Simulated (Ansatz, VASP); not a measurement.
## Two plane-wave programs on AlNi

```
Al Ni
1.0
     2.86217    0.00000    0.00000
     0.00000    2.86217    0.00000
     0.00000    0.00000    2.86217
Al Ni
1 1
Direct
  0.00000 0.00000 0.00000
  0.50000 0.50000 0.50000
```

Alike in both runs: task single point; functional PBEsol; k mesh 24 × 24 × 24; occupations gaussian, width 0.15 eV; no spin polarisation.

|  | VASP | Ansatz |
| --- | --- | --- |
| version | VASP 6.6.1 | Ansatz 0.2.0 |
| potentials or method | VASP PAW PBE potentials, release 64 (Al, Ni) | scalar-relativistic, plane waves, PAW |
| plane-wave cutoff (eV) | 520 | 420 |
| valence electrons in the cell | 13 | 21 |

Ansatz gave:

```
gap on the k mesh at the Fermi level (eV) : none
pressure (GPa)                            : 0.0
```

Q: Estimate VASP's values.

A: gap on the k mesh at the Fermi level (eV): none; pressure (GPa): -0.1.

A gap of «none» marks a metal or a gap that the smearing closes. The two sets of potentials don't hold the same shells in valence.

Caveats: the PAW data sets were made with another functional, which shifts forces and pressure a little (VASP). Spin polarisation is off, so any magnetic state and its effect on volume and gap are missing.
